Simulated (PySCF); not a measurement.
A run of PySCF 2.14.0:

The input run.py:

```python
import json
import numpy as np
from pyscf.pbc import gto, scf, dft, df
from pyscf.pbc.tools import pyscf_ase
from ase.spacegroup import crystal

atoms = crystal(['Rb', 'Br'], [[0.0, 0.0, 0.0], [0.5, 0.0, 0.0]],
                spacegroup=225, setting=1, cellpar=[6.854, 6.854, 6.854, 90.0, 90.0, 90.0], primitive_cell=True)  # Fm-3m: Rb 4a, Br 4b
cell = pyscf_ase.cell_from_ase(atoms)
cell.basis = {'Br': 'DZVP-MOLOPT-HYB-GTH-q7', 'Rb': 'DZVP-MOLOPT-HYB-GTH-q9'}
cell.pseudo = {'Br': 'GTH-HYB-q7', 'Rb': 'GTH-HYB-q9'}
cell.ke_cutoff = 204  # hartree
cell.exp_to_discard = 0.02
cell.precision = 1e-08
cell.max_memory = 5040  # MB
cell.verbose = 4
cell.build()

res = {}
kpts = cell.make_kpts([2, 2, 2])
mf = dft.KRKS(cell, kpts, xc='LDA_X,LDA_C_PW')
mf = mf.density_fit()
mf.with_df._cderi_to_save = 'cderi.h5'
mf.with_df.build(j_only=False)
mf.conv_tol = 1e-07
mf.max_cycle = 60

mf.kernel()
res.update(converged=bool(mf.converged), e_tot=mf.e_tot, nelec=cell.nelectron, nao=cell.nao, mesh=list(map(int, cell.mesh)), a=cell.lattice_vectors().tolist(), coords=cell.atom_coords().tolist(),
           mo_energy=[np.real(x).tolist() for x in mf.mo_energy], mo_occ=[np.real(x).tolist() for x in mf.mo_occ])
res.update(kpts=cell.get_scaled_kpts(kpts).tolist())
res['parts'] = {k: float(np.real(v)) for k, v in mf.scf_summary.items() if np.isscalar(v)}
json.dump(res, open('results.json', 'w'))
if not mf.converged:
    raise SystemExit('SCF not converged')

print('levels (eV)')
for i, kp in enumerate(res['kpts'][:40]):
    print('k %7.4f %7.4f %7.4f  ' % tuple(kp), ' '.join('%.3f' % (x * 27.211386) for x in res['mo_energy'][i][:13]))

# Mulliken populations
dm, s = np.asarray(mf.make_rdm1()), np.asarray(mf.get_ovlp())
sites = cell.aoslice_by_atom()[:, 2:]
tot = np.einsum('kij,kji->i', dm, s).real / len(kpts)
res['mulliken'] = [cell.atom_charge(i) - tot[a0:a1].sum() for i, (a0, a1) in enumerate(sites)]
print('Mulliken charges', np.round(res['mulliken'], 5))
res['meta_lowdin'] = mf.mulliken_meta()[1].tolist()
res['done'] = True
json.dump(res, open('results.json', 'w'))
```

Potentials or basis: DZVP-MOLOPT-HYB/GTH-HYB (UZH) (potentials made for PBE0).

The run is started by

```console
$ OMP_NUM_THREADS=4 python -u run.py > log
```

Hardware: 4 threads of AMD EPYC 7R43 64-Core Processor (Zen 3), with other jobs on the host.

Task: How long does it take, and how much memory?

Result: It took 100 s on 4 threads of AMD EPYC 7R43 64-Core Processor (Zen 3) (shared host), peak memory 0.32 GiB. Counts: scf iterations 6, basis 27, k points 8.
